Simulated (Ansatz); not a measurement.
# How much do the gradients of Ge₃N₄ depend on the method?

Cell: an entry of the Crystallography Open Database (COD).

Space group Fd-3m:1 (No. 227); a = 8.3091 Å.

```csv
site,Wyckoff,site symmetry,x,y,z
Ge1,16d,.-3m,0.1250,0.1250,0.6250
Ge5,8a,-43m,0.5000,0.5000,0.0000
N,32e,.3m,0.8832,0.8832,0.3832
```

One atom of each set is listed; the run and its k-mesh use a cell of 14 atoms with edges of 5.88, 5.88, 5.88 Å.

First run. The numbers come from a DFT calculation in Ansatz (PBE, plane waves and PAW, scalar-relativistic, 420 eV cutoff, Γ-centred 6×6×6 k-points, Fermi–Dirac smearing 0.02 eV).

| site | V_zz (10²¹ V/m²) | η |
| --- | --- | --- |
| Ge1 | -0.23 | 0.00 |
| N | 4.23 | 0.00 |

Second run. The same atoms and settings, except that spin–orbit coupling is included (fully relativistic PAW files).

Q: What does the second run give?

A: 

```json
{"site": "Ge1", "V_zz": "-0.24", "η": "0.00", "change of V_zz": "-0.01"}
{"site": "N", "V_zz": "4.23", "η": "0.00", "change of V_zz": "0.00"}
```

No V_zz moves by more than 0.01. Sites without a gradient aren't listed.
